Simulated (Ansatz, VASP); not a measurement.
## One calculation of SiGe, two programs

The input INCAR:

```
  ALGO = Fast
  EDIFF = 1E-6
  ENCUT = 520
  GGA = CA
  ISIF = 2
  ISMEAR = 0
  LASPH = T
  LCHARG = F
  LREAL = F
  LWAVE = F
  NBANDS = 26
  NELM = 100
  PREC = Accurate
  SIGMA = 0.03
```

File KPOINTS:

```
k-points
0
Gamma
  12 12 6
```

File POSCAR:

```
SiGe
1.0
    3.9044512986      0.0000000000      0.0000000000
   -1.9522256493      3.3813540124      0.0000000000
    0.0000000000      0.0000000000      6.4507830000
Si Ge
2 2
Direct
    0.6666666667      0.3333333333      0.7970970295
    0.3333333333      0.6666666667      0.2970970295
    0.6666666667      0.3333333333      0.5003920000
    0.3333333333      0.6666666667      0.0003920000
```

Input for Ansatz:

```yaml
crystal:
  lattice:
    - [3.9044512986, 0.0, 0.0]
    - [-1.9522256493, 3.3813540124, 0.0]
    - [0.0, 0.0, 6.450783]
  atoms:
    - { symbol: Si, position: [0.6666666667, 0.3333333333, 0.7970970295] }
    - { symbol: Si, position: [0.3333333333, 0.6666666667, 0.2970970295] }
    - { symbol: Ge, position: [0.6666666667, 0.3333333333, 0.500392] }
    - { symbol: Ge, position: [0.3333333333, 0.6666666667, 0.000392] }
basis:
  ecutwfc: 420
kpoints:
  mp_grid: { grid: [12, 12, 6] }
hamiltonian:
  xc: lda
scf:
  occupations: { method: gaussian, width: 0.03 }
output:
  forces: true
  stress: true
  eigenvalues: true
  write_density: true
  write_potential: true
  elf: true
  volumetric_format: npy
```

Change from the starting cell: all Si atoms moved -0.500 Å, as atom 1 along Cartesian [0 0 1].

Alike in both runs: task single point; functional LDA; k mesh 12 × 12 × 6; occupations gaussian, width 0.03 eV; no spin polarisation.

```csv
,VASP,Ansatz
version,VASP 6.6.1,Ansatz 0.2.0
potentials or method,"VASP PAW LDA potentials, release 64 (Si, Ge_d)","scalar-relativistic, plane waves, PAW"
plane-wave cutoff (eV),520,420
valence electrons in the cell,36,36
```

Ansatz gave:

- gap on the k mesh at the Fermi level (eV): none
- pressure (GPa): 11.5
- largest component of the traceless stress (GPa): 40.06
- rms of the force components (eV/Å): 6.282

Problem. What did VASP give for the same quantities?

Solution. gap on the k mesh at the Fermi level (eV): none; pressure (GPa): 11.5; largest component of the traceless stress (GPa): 40.21; rms of the force components (eV/Å): 6.297.

Atom by atom the forces differ by 0.015 eV/Å (rms over components). A gap of «none» marks a metal or a gap that the smearing closes.

Caveats: forces of over 1 eV/Å show positions far from the minimum, so gaps and moduli don't describe the material at rest.
